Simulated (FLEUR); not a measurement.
Runs of FLEUR MaX-R8.1 (later development tree) on PbSe (Clausthalite). It takes space group Fm-3m (No. 225, cubic). Conventional cell: a = 6.121 Å, b = 6.121 Å, c = 6.121 Å, α = 90.00°, β = 90.00°, γ = 90.00°. Pb (site symmetry m-3m) is surrounded by 6 Se at 3.06 Å. Se (site symmetry m-3m) is surrounded by 6 Pb at 3.06 Å. 

```tsv
task	level	muffin-tin radii	max iterations	mixing factor	mixer	mixer history	gap on the mesh (eV)	V0 of scaled cells (Å³/atom)	B0 (GPa)
equation of state	LDA	Pb 2.66, Se 2.39 bohr	-	-	-	-	-	(b)	57
band structure	AM05	Pb 2.66, Se 2.46 bohr	60	0.05	Anderson	15	0.26	-	-
equation of state	PBE	Pb 2.66, Se 2.39 bohr	-	-	-	-	-	30.06	47
equation of state	AM05	Pb 2.66, Se 2.39 bohr	-	-	-	-	-	28.71	50
band structure	LDA	Pb 2.66, Se 2.46 bohr	60	0.05	Anderson	15	(c)	-	-
single point	PBE	Pb 2.66, Se 2.39 bohr	60	0.05	Anderson	15	(a)	-	-
```

Alike in all rows: potentials or basis all-electron, FLAPW; no spin polarisation; cell as given; k mesh 8 × 8 × 8; smearing fermi-dirac 0.05 eV; kmax 4.1 1/bohr.

Task: Estimate the missing entries.

Result: (a) 0.29; (b) 27.53; (c) 0.19.

Caveats: spin-orbit coupling is left out, which as a rule narrows the gap of such compounds by several tenths of an eV (some runs).

A k mesh can miss the band edges, and the runs leave out spin-orbit coupling on Pb, Se.

Not every run made on this cell is shown here.
